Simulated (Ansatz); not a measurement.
Program: Ansatz.

input.yaml

```yaml
crystal:
  lattice:
    - [0.0, 4.2703, 4.2703]
    - [4.2703, 0.0, 4.2703]
    - [4.2703, 4.2703, 0.0]
  atoms:
    - { symbol: Mg, position: [0.00098064, 0.00188541, -0.00499685] }
    - { symbol: O, position: [0.24894894, 0.24981702, 0.25118265] }
    - { symbol: Mg, position: [0.0009609, 0.00186565, 0.50175957] }
    - { symbol: O, position: [0.24894784, 0.24981636, 0.74971471] }
    - { symbol: Mg, position: [-0.00170309, 0.50052317, 0.00042061] }
    - { symbol: O, position: [0.26641406, 0.74448565, 0.24438663], spin: 0.11 }
    - { symbol: Mg, position: [0.00097512, 0.49512581, 0.50177381] }
    - { symbol: O, position: [0.24894847, 0.75128529, 0.74971509] }
    - { symbol: Mg, position: [0.49966359, -0.00087892, 0.00043856] }
    - { symbol: O, position: [0.74361091, 0.2673477, 0.24435736], spin: 0.11 }
    - { symbol: Mg, position: [0.49409563, 0.00192173, 0.50181569] }
    - { symbol: O, position: [0.75039994, 0.24982252, 0.74972113] }
    - { symbol: Mg, position: [0.49966877, 0.50054566, 0.00044329] }
    - { symbol: O, position: [0.74360134, 0.74444653, 0.24434763], spin: 0.11 }
    - { symbol: Mg, position: [0.49966139, 0.50053896, 0.49902485] }
    - { symbol: O, position: [0.74361471, 0.74446017, 0.76723714], spin: 0.11 }
    - { symbol: H, position: [0.87407345, 0.87524551, 0.37510563], spin: 0.39 }
magnetization:
  spin_polarized: true
basis:
  ecutwfc: 30.0
kpoints:
  mp_grid: { grid: [3, 3, 3] }
hamiltonian:
  xc: pbe
  dispersion: d3bj
  pseudopotentials: { kind: paw, azcp: { folder: soft_1 } }
scf:
  occupations: { method: gaussian, width: 0.05 }
  lower_state_search: "off"
  max_iter: 54
neb:
  images: 5
  f_tol: 0.03
  initial_path: linear
  max_iterations: 8
  optimiser: fire
  final_atoms:
    - { symbol: Mg, position: [0.00507853, -0.0015604, -0.00216133] }
    - { symbol: O, position: [0.23276299, 0.25586906, 0.25530843] }
    - { symbol: Mg, position: [-0.00042406, 0.001172, 0.49923802] }
    - { symbol: O, position: [0.25030259, 0.24899392, 0.74996561] }
    - { symbol: Mg, position: [-0.00043516, 0.4998056, 0.00062709] }
    - { symbol: O, position: [0.25030433, 0.7505441, 0.24841163] }
    - { symbol: Mg, position: [-0.00042022, 0.49982084, 0.49924177] }
    - { symbol: O, position: [0.25030127, 0.75054079, 0.74996445] }
    - { symbol: Mg, position: [0.49816685, -0.00158388, -0.00218464] }
    - { symbol: O, position: [0.75561969, 0.25585303, 0.25529219] }
    - { symbol: Mg, position: [0.49821183, -0.00153883, 0.50466222] }
    - { symbol: O, position: [0.75565016, 0.25588336, 0.73239269] }
    - { symbol: Mg, position: [0.49817701, 0.50536765, -0.00217454] }
    - { symbol: O, position: [0.75562669, 0.73302359, 0.25529924] }
    - { symbol: Mg, position: [0.50094498, 0.49981224, 0.49923353] }
    - { symbol: O, position: [0.74875088, 0.75054338, 0.74996658] }
    - { symbol: H, position: [0.62488791, 1.12521815, 0.12440936] }
  order_check: true
```

Command:

```bash
$ ansatz run input.yaml --threads 4 --pin off --max-ram 10240MiB --backend cpu --events-out ev --progress --plain --runs-dir out
```

**Question.** What does the program answer?

**Answer.** The program refused the input.

```
Error: inconsistent input (basis.ecutwfc, kpoints): the smallest per-k basis holds n_pw = 52 plane waves (k-point 3, counted from 0 among those solved) but the deck needs at least 66 band(s) per channel, and no run solves more bands than the smallest per-k basis has plane waves; raise basis.ecutwfc until the smallest per-k basis, which caps the automatic band count, holds at least 66 plane waves
```
